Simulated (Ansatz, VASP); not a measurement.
# One calculation of Ga, two programs

File INCAR:

```
SYSTEM = Ga
PREC = Accurate ; ENCUT = 520
EDIFF = 1E-7 ; ISMEAR = -1
SIGMA = 0.05 ; LREAL = .False.
LASPH = .True. ; NELM = 80
ALGO = Fast ; ISIF = 2
LWAVE = .False. ; LCHARG = .False.
GGA = PE ; NBANDS = 12
```

File KPOINTS:

```
regular mesh
0
Gamma
  13 13 13
  0 0 0
```

File POSCAR:

```
Ga
1.0
   -1.3843987196      1.3843987196      2.3112238365
    1.3843987196     -1.3843987196      2.3112238365
    1.3843987196      1.3843987196     -2.3112238365
Ga
1
Direct
    0.0000000000      0.0000000000      0.0000000000
```

File input.yaml:

```yaml
crystal:
  lattice:
    - [-1.3843987196, 1.3843987196, 2.3112238365]
    - [1.3843987196, -1.3843987196, 2.3112238365]
    - [1.3843987196, 1.3843987196, -2.3112238365]
  atoms:
    - { symbol: Ga, position: [0.0, 0.0, 0.0] }
kpoints:
  mp_grid: { grid: [13, 13, 13] }
scf:
  occupations: { method: fermi_dirac, width: 0.05 }
hamiltonian:
  xc: pbe
  pseudopotentials: { kind: all_electron, lapw: { basis_error: 0.001 } }
output:
  forces: true
  stress: true
  eigenvalues: true
  populations: true
```

This isn't the form of Ga at room conditions, which is orthorhombic.

Alike in both runs: task single point; functional PBE; k mesh 13 × 13 × 13; occupations fermi-dirac, width 0.05 eV; no spin polarisation.

```csv
,VASP,Ansatz
version,VASP 6.6.1,Ansatz 0.2.0
potentials or method,"VASP PAW PBE potentials, release 64 (Ga_d)","all-electron LAPW, scalar-relativistic"
plane-wave cutoff (eV),520,see its input
```

|  | VASP | Ansatz | Ansatz less VASP |
| --- | --- | --- | --- |
| gap on the k mesh at the Fermi level (eV) | none | none | - |
| pressure (GPa) | 3.4 | 3.5 | +0.10 |
| largest component of the traceless stress (GPa) | 0.33 | 0.30 | -0.033 |

A gap of «none» marks a metal or a gap that the smearing closes. Ansatz ran all-electron here, so the differences hold the error of VASP's frozen core and of both bases.
